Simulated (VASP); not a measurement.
Write the native input for VASP 6.6.1 that does the following.

```
Task                   : single point
Functional             : PBE
Dispersion             : D3(BJ)
Potentials or basis    : VASP PAW PBE potentials, release 64 (C)
Cutoff                 : 520 eV
k mesh                 : 2 × 2 × 1
Occupations            : fermi-dirac, width 0.05 eV
Spin                   : no spin polarisation
Dipole correction      : no
Further INCAR settings : LREAL = Auto; ALGO = Normal; EDIFF = 1e-06; NBANDS = 51
```

The structure of C lies in POSCAR:

```
C
1.0
    7.3980000000      0.0000000000      0.0000000000
   -3.6990000000      6.4068560000      0.0000000000
    0.0000000000      0.0000000000     12.0000000000
C
18
Direct
    0.0005717531     -0.0003433822      0.0875000000
    0.2252782177      0.1154388361      0.0822416667
    0.0013423459      0.3344229994      0.0806000000
    0.2218076908      0.4421825619      0.0821083333
   -0.0047804170      0.6632426263      0.0873583333
    0.2225136092      0.7763870454      0.0876416667
    0.3293351929     -0.0046980922      0.0824583333
    0.5532179710      0.1120050146      0.0766666667
    0.3327572817      0.3316135090      0.0847750000
    0.5617919314      0.4490502050      0.0850000000
    0.3319410631      0.6660989415      0.0807916667
    0.5544313826      0.7808822299      0.0832333333
    0.6642372388      0.0014671783      0.0813833333
    0.8924841797      0.1102724956      0.0856083333
    0.6661364694      0.3318944581      0.0840416667
    0.8924636428      0.4440243389      0.0857000000
    0.6649093632      0.6687211325      0.0814083333
    0.8895481911      0.7773391504      0.0814833333
```

The cell was built by a generator and needn't be a form met in nature.

These files were run (other wordings do the same):

INCAR

```
SYSTEM = C
PREC     = Accurate       ! precision mode
ENCUT    = 520            ! plane-wave cutoff, eV
EDIFF    = 1E-6           ! SCF threshold, eV
ISMEAR   = -1             ! smearing method
SIGMA    = 0.05           ! smearing width, eV
LREAL    = Auto         
LASPH    = .TRUE.         ! aspherical terms in the spheres
NELM     = 100            ! most SCF steps
ALGO     = Normal         ! electronic algorithm
ISIF     = 2              ! what is computed and relaxed
LWAVE    = .FALSE.        ! write WAVECAR
LCHARG   = .TRUE.         ! write CHGCAR
GGA      = PE             ! functional
IVDW     = 12             ! dispersion correction
LELF     = .TRUE.         ! ELF
LVHAR    = .TRUE.       
NBANDS   = 51             ! bands
```

KPOINTS

```
regular mesh
0
G
  2 2 1
  0 0 0
```

Potentials or basis: VASP PAW PBE potentials, release 64 (C).

Run with:

```bash
$ cat potpaw_PBE.64/C/POTCAR > POTCAR
$ mpirun -np 1 vasp_std > vasp.out
```

It gave:

| Item | Value |
| --- | --- |
| Largest force | 2.034 eV/Å |
| Band gap on the k mesh | 0.07 eV |
| Dispersion energy per atom | -0.089 eV |

Caveat: the k mesh is coarse (spacing up to 0.49 Å⁻¹), so the values aren't converged.

Run time: 4.5 min on 1 thread of Intel(R) Xeon(R) Platinum 8259CL CPU @ 2.50GHz (Skylake/Cascade Lake), on a shared host, peak memory 0.55 GiB.
